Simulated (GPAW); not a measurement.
Here is a GPAW 26.7.0 calculation.

File run.py:

```python
from ase.dft.bandgap import bandgap
from ase.io import read, write
from ase.units import GPa
from gpaw import GPAW, PW, setup_paths

setup_paths.insert(0, '.')

atoms = read('POSCAR')
atoms.set_initial_magnetic_moments([3.0, 0.0])

calc = GPAW(mode=PW(800),
            xc='PBEsol',
            kpts={'size': (11, 11, 11), 'gamma': True},
            occupations={'name': 'methfessel-paxton', 'order': 0, 'width': 0.05},
            nbands=17,
            convergence={'density': 1e-05, 'energy': 1e-05},
            maxiter=150,
            txt='gpaw.txt')
atoms.calc = calc
energy = atoms.get_potential_energy()
forces = atoms.get_forces()
stress = atoms.get_stress()
calc.write('gs.gpw')
write('result.traj', atoms)
print(f'Energy: {energy:.6f} eV')
print('Forces (eV/A):')
print(forces.round(4))
print('Stress (GPa):', (stress / GPa).round(3))
print('Moments:', calc.get_magnetic_moments().round(3))
print('Fermi level:', round(calc.get_fermi_level(), 4), 'eV')
print(f'Gap: {bandgap(calc)[0]:.4f} eV, direct: {bandgap(calc, direct=True)[0]:.4f} eV')
```

POSCAR

```
FeO
1.0
    0.0000000000      2.1554000000      2.1554000000
    2.1554000000      0.0000000000      2.1554000000
    2.1554000000      2.1554000000      0.0000000000
Fe O
1 1
Direct
    0.0000000000      0.0000000000      0.0000000000
    0.5000000000      0.5000000000      0.5000000000
```

Potentials or basis: PAW data sets generated in the run's folder for this functional, pw.

Launch:

```sh
$ gpaw-setup -f PBEsol Fe O
$ OMP_NUM_THREADS=1 python run.py
```

Problem. Predict the band gap on the k mesh.

Solution. None (metal or under the smearing width).

Problem. Predict the net moment.

Solution. 4.00 μB per cell.

Caveat: a cell with one magnetic atom can't hold antiferromagnetic order, which such compounds often take; semilocal functionals often make such compounds metallic where correlation or magnetic order opens a gap, which also shifts bond lengths.

The gap isn't set beside the measured one, since this odd mesh misses points on the zone boundary.
